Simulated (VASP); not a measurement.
# Ir in VASP: relaxation of the atoms with PBE

Aim: the relaxation of the atoms of Ir with PBE.

Everything below comes from runs of VASP 6.6.1. Logs are shortened: lines on timing, memory, paths and dates and some standing lists are left out, and cuts for length are marked.

### Step 1. The slab as given

The cell holds a slab with vacuum, 3 atoms: a = 2.719 Å, b = 2.719 Å, c = 25.752 Å, α = 90.00°, β = 90.00°, γ = 120.00°.

The cell was built by a generator and needn't be a form met in nature.

### Step 2. Relaxation of the atoms, PBE

Contents of INCAR:

```
PREC = Accurate ; ENCUT = 240
EDIFF = 1E-6 ; ISMEAR = 1
SIGMA = 0.1 ; LREAL = F
LASPH = T ; NELM = 120
ALGO = Normal ; ISIF = 2
LWAVE = F ; LCHARG = F
LDIPOL = T ; IDIPOL = 3
DIPOL = 0.5 0.5 0.500 ; GGA = PE
IBRION = 2 ; NSW = 90
EDIFFG = -0.02 ; KPAR = 2
```

Contents of KPOINTS:

```
Automatic mesh
0
Gamma
  14 14 1
```

Contents of POSCAR:

```
Ir
1.0
    2.7193470000      0.0000000000      0.0000000000
   -1.3596735000      2.3550235400      0.0000000000
    0.0000000000      0.0000000000     25.7524302000
Ir
3
Direct
    0.6666670000      0.3333330000      0.4124765900
    0.3333340000      0.6666660000      0.5000019600
    0.0000000000      1.0000000000      0.5875234100
```

Potentials or basis: VASP PAW PBE potentials, release 64 (Ir).

On the command line:

```sh
$ cat potpaw_PBE.64/Ir/POTCAR > POTCAR
$ mpirun -np 2 vasp_std > vasp.out
```

OUTCAR:

```text
PREC = Accurate
   ENCUT = 240
   EDIFF = 1E-6
   ISMEAR = 1
   LREAL = F
   LASPH = T
   NELM = 120
   ISIF = 2
   GGA = PE
   IBRION = 2
   NSW = 90
   EDIFFG = -0.02

 ion  position               nearest neighbor table
   1  0.667  0.333  0.412-   2 2.75   2 2.75   2 2.75
   2  0.333  0.667  0.500-   3 2.75   3 2.75   3 2.75   1 2.75   1 2.75   1 2.75
   3  0.000  0.000  0.588-   2 2.75   2 2.75   2 2.75

  LATTYP: Found a hexagonal cell.
 ALAT       =     2.7193470000
 C/A-ratio  =     9.4700787358

  Lattice vectors:

 A1 = (   2.7193470000,   0.0000000000,   0.0000000000)
 A2 = (  -1.3596735000,   2.3550235400,   0.0000000000)
 A3 = (   0.0000000000,   0.0000000000,  25.7524302000)

Analysis of symmetry for initial positions (statically):
=====================================================================
 Subroutine PRICEL returns:
 Original cell was already a primitive cell.

 Routine SETGRP: Setting up the symmetry group for a
 hexagonal supercell.

 Subroutine GETGRP returns: Found 12 space group operations
 (whereof  6 operations were pure point group operations)
 out of a pool of 24 trial point group operations.

The static configuration has the point symmetry C_3v.
 The point group associated with its full space group is D_3d.

Analysis of symmetry for dynamics (positions and initial velocities):
=====================================================================
 Subroutine PRICEL returns:
 Original cell was already a primitive cell.

 Routine SETGRP: Setting up the symmetry group for a
 hexagonal supercell.

 Subroutine GETGRP returns: Found 12 space group operations
 (whereof  6 operations were pure point group operations)
 out of a pool of 24 trial point group operations.

The dynamic configuration has the point symmetry C_3v.
 The point group associated with its full space group is D_3d.

 Subroutine INISYM returns: Found 12 space group operations
 (whereof  6 operations are pure point group operations),
 and found     1 'primitive' translations

----------------------------------------------------------------------------------------

                                     Primitive cell

  volume of cell :     164.9218

  direct lattice vectors                    reciprocal lattice vectors
     2.719347000  0.000000000  0.000000000     0.367735342  0.212312103  0.000000000
    -1.359673500  2.355023540  0.000000000     0.000000000  0.424624206  0.000000000
     0.000000000  0.000000000 25.752430200     0.000000000  0.000000000  0.038831287

  length of vectors
     2.719347000  2.719346962 25.752430200     0.424624200  0.424624206  0.038831287

  position of ions in fractional coordinates (direct lattice)
     0.666667000  0.333333000  0.412476590
     0.333334000  0.666666000  0.500001960
     0.000000000  0.000000000  0.587523410

  ion indices of the primitive-cell ions
   primitive index   ion index
                 1           1
                 2           2
                 3           3

----------------------------------------------------------------------------------------

 KPOINTS: Automatic mesh

Automatic generation of k-mesh.
 Grid dimensions read from file:
 generate k-points for:   14   14    1

 Generating k-lattice:

  Cartesian coordinates                     Fractional coordinates (reciprocal lattice)
     0.026266810  0.015165150  0.000000000     0.071428571  0.000000000  0.000000000
     0.000000000  0.030330300  0.000000000     0.000000000  0.071428571  0.000000000
     0.000000000  0.000000000  0.038831287     0.000000000  0.000000000  1.000000000

  Length of vectors
     0.030330300  0.030330300  0.038831287

  Shift w.r.t. Gamma in fractional coordinates (k-lattice)
     0.000000000  0.000000000  0.000000000

 Subroutine IBZKPT returns following result:
 ===========================================

 Found     24 irreducible k-points:

 Following reciprocal coordinates:
            Coordinates               Weight
  0.000000  0.000000  0.000000      1.000000
  0.071429  0.000000  0.000000      6.000000
  0.142857  0.000000  0.000000      6.000000
  0.214286  0.000000  0.000000      6.000000
  0.285714 -0.000000  0.000000      6.000000
  0.357143 -0.000000  0.000000      6.000000
[... 16 lines left out ...]
  0.285714  0.285714  0.000000      6.000000
  0.357143  0.285714  0.000000      6.000000
   k-points           NKPTS =     24   k-points in BZ     NKDIM =     24   number of bands    NBANDS=     17
   number of dos      NEDOS =    301   number of ions     NIONS =      3
   total plane-waves  NPLWV =  27440
   dimension x,y,z NGX =    14 NGY =   14 NGZ =  140
   dimension x,y,z NGXF=    28 NGYF=   28 NGZF=  280
   ions per type =               3
   NGX,Y,Z   is equivalent  to a cutoff of   8.56,  8.56,  9.04 a.u.
   NGXF,Y,Z  is equivalent  to a cutoff of  17.12, 17.12, 18.08 a.u.
 SYSTEM =  unknown system
   PREC   = accura    normal or accurate (medium, high low for compatibility)
   ISTART =      0    job   : 0-new  1-cont  2-samecut
   ICHARG =      2    charge: 1-file 2-atom 10-const
   ISPIN  =      1    spin polarized calculation?
   LNONCOLLINEAR =      F non collinear calculations
   LSORBIT =      F    spin-orbit coupling
   LASPH  =      T    aspherical Exc in radial PAW
   ENCUT  =  240.0 eV  17.64 Ry    4.20 a.u.   3.44  3.44 32.53*2*pi/ulx,y,z
   NELM   =    120;   NELMIN=  2; NELMDL= -5     # of ELM steps
   EDIFF  = 0.1E-05   stopping-criterion for ELM
   LREAL  =      F    real-space projection
   EDIFFG = -.2E-01   stopping-criterion for IOM
   NSW    =     90    number of steps for IOM
   IBRION =      2    ionic relax: 0-MD 1-quasi-New 2-CG
   NFREE  =      1    steps in history (QN), initial steepest desc. (CG)
   ISIF   =      2    stress and relaxation
   ISYM   =      2    0-nonsym 1-usesym 2-fastsym
   POTIM  = 0.5000    time-step for ionic-motion
   TEBEG  =    0.0;   TEEND  =   0.0 temperature during run
   PSTRESS=    0.0 pullay stress
   NELECT =      27.0000    total number of electrons
   NUPDOWN=      -1.0000    fix difference up-down
   EMIN   =  10.00;   EMAX   =-10.00  energy-range for DOS
   EFERMI =   0.00;   METHOD = LEGACY
   ISMEAR =     1;   SIGMA  =   0.10  broadening in eV -4-tet -1-fermi 0-gaus
   EFERMI_NEDOS =   21; number of points for ismear=-14 and -15
   IALGO  =     38    algorithm
   IMIX   =      4    mixing-type and parameters
     AMIX     =   0.40;   BMIX     =  1.00
     AMIX_MAG =   1.60;   BMIX_MAG =  1.00
  volume/ion in A,a.u.               =      54.97       370.98
  Fermi-wavevector in a.u.,A,eV,Ry     =   0.895578  1.692397 10.912687  0.802060
  Thomas-Fermi vector in A             =   2.017928
   LORBIT       =      0    0 simple, 1 ext, 2 COOP (PROOUT), +10 PAW based schemes
   GGA     = PE    functional components
   LHFCALC =     F    Hartree Fock is set to
   AEXX    =    0.0000 exact exchange contribution
   IVDW    =     0    specifies the selected vdW correction
   LEPSILON=     F    determine dielectric tensor
   LRPA    =     F    only Hartree local field effects (RPA)
 conjugate gradient relaxation of ions
 non-spin polarized calculation
 Methfessel and Paxton  Order N= 1 SIGMA  =   0.10
  energy-cutoff  :      240.00
  volume of cell :      164.92
 maximum number of plane-waves:      1432
 NGX is ok and might be reduce to    14
   NGX =  7   NGY =  7   NGZ = 65

--------------------------------------- Ionic step        1  -------------------------------------------

 number of electron      27.0000006 magnetization

 Free energy of the ion-electron system (eV)
  ---------------------------------------------------
  ext. energy  EPLUGINS =         0.00000000
  ---------------------------------------------------
  free energy    TOTEN  =       -24.69523929 eV

  energy without entropy =      -24.69930666  energy(sigma->0) =      -24.69659508

------------------------ aborting loop because EDIFF is reached ----------------------------------------

  FORCE on cell =-STRESS in cart. coord.  units (eV):
  Direction    XX          YY          ZZ          XY          YZ          ZX
  --------------------------------------------------------------------------------------
  -------------------------------------------------------------------------------------
  Total       -3.1754042     -3.1754041     -3.3570987      0.0000000      0.0000000      0.0000000
  in kB      -30.8483185    -30.8483173    -32.6134391      0.0000000      0.0000000      0.0000000
  external PRESSURE =     -31.4366916 kB  Pullay stress =       0.0000000 kB
[... 59 lines left out ...]
  energy  without entropy=      -24.7382919418  energy(sigma->0) =      -24.73652324

--------------------------------------- Ionic step        3  -------------------------------------------

 number of electron      26.9999998 magnetization

 dipolmoment           0.000000      0.000000     -0.000321 electrons x Angstroem

 Free energy of the ion-electron system (eV)
  ---------------------------------------------------
  ext. energy  EPLUGINS =         0.00000000
  ---------------------------------------------------
  free energy    TOTEN  =       -24.74866536 eV

  energy without entropy =      -24.75025997  energy(sigma->0) =      -24.74919690

 E-fermi :  -1.3507     XC(G=0):  -4.3601

 val. band max:       -1.3515280117   @ k =   0.4286   0.0000   0.0000
 cond. band min:      -1.2726248242   @ k =   0.3571   0.2857   0.0000
 fundamental gap:      0.0789031875
 Fermi energy:        -1.3507180720

 k-point     1 :       0.0000    0.0000    0.0000
  band No.  band energies     occupation
      1     -11.4836      2.00000
      2      -9.4351      2.00000
      3      -9.0665      2.00000
      4      -5.0976      2.00000
      5      -5.0637      2.00000
      6      -5.0637      2.00000
[... 9 lines left out ...]
     16      -1.6661      2.00008
     17      -1.0231     -0.00004
[... 445 lines left out ...]
      3      -6.8637      2.00000
      4      -6.6247      2.00000
      5      -6.0476      2.00000
      6      -5.2162      2.00000
[... 9 lines left out ...]
     16       4.2542      0.00000
     17       4.2836      0.00000

------------------------ aborting loop because EDIFF is reached ----------------------------------------

 vacuum level on the upper side and lower side of the slab       (xc-potential included)        -0.177        -0.168

  FORCE on cell =-STRESS in cart. coord.  units (eV):
  Direction    XX          YY          ZZ          XY          YZ          ZX
  --------------------------------------------------------------------------------------
  -------------------------------------------------------------------------------------
  Total       -2.0245098     -2.0245097     -0.0920810      0.0000000      0.0000000      0.0000000
  in kB      -19.6676448    -19.6676441     -0.8945459      0.0000000      0.0000000      0.0000000
  external PRESSURE =     -13.4099449 kB  Pullay stress =       0.0000000 kB

 VOLUME and BASIS-vectors are now :
 -----------------------------------------------------------------------------
  energy-cutoff  :      240.00
  volume of cell :      164.92
      direct lattice vectors                 reciprocal lattice vectors
     2.719347000  0.000000000  0.000000000     0.367735342  0.212312103  0.000000000
    -1.359673500  2.355023540  0.000000000     0.000000000  0.424624206  0.000000000
     0.000000000  0.000000000 25.752430200     0.000000000  0.000000000  0.038831287
[... 9 lines left out ...]
  FREE ENERGIE OF THE ION-ELECTRON SYSTEM (eV)
  ---------------------------------------------------
  free  energy   TOTEN  =       -24.7486653609 eV

  energy  without entropy=      -24.7502599703  energy(sigma->0) =      -24.74919690

 reached required accuracy - stopping structural energy minimisation

 vacuum level on the upper side and lower side of the slab         3.873         3.882
```

Wall time 24 s (2 MPI ranks of AMD EPYC 9R45 (Zen 5), shared host); peak memory 0.14 GiB.

What came out:

| Quantity | Value |
| --- | --- |
| Free energy | -24.7487 eV |
| Energy gained by relaxing | 17.8 meV/atom |
| Ionic steps | 3 |
| Largest force after relaxing | 0.015 eV/Å |
| Band gap on the k mesh | none (metal or under the smearing width) |

Forces on the atoms (eV/Å):
```
Ir   0.000  0.000  0.015
Ir   0.000  0.000  0.000
Ir   0.000  0.000 -0.015
```

The path:
```tsv
step	energy change (eV)	largest force (eV/Å)	pressure (GPa)
1	0.0000	0.7399	-3.14
2	-0.0404	0.3801	-2.24
3	-0.0534	0.0154	-1.34
```

Final structure:
```
Ir
1.0
     2.71935    0.00000    0.00000
    -1.35967    2.35502    0.00000
     0.00000    0.00000   25.75243
Ir
3
Direct
  0.66667 0.33333 0.41510
  0.33333 0.66667 0.50000
  0.00000 0.00000 0.58490
```

Levels at points of the mesh, in eV from the Fermi level:
```
           k point  band 11  band 12  band 13  band 14  band 15  band 16
(0.00, 0.00, 0.00)    -2.88    -1.13    -1.06    -1.06    -0.32    -0.32
(0.50, 0.00, 0.00)     0.38     0.54     1.02     1.03     1.53     1.62
```

Caveat: the cutoff is under 1.25 times the usual one of these potentials, so pressure, stress and relaxed cells hold a basis-set (Pulay) error.
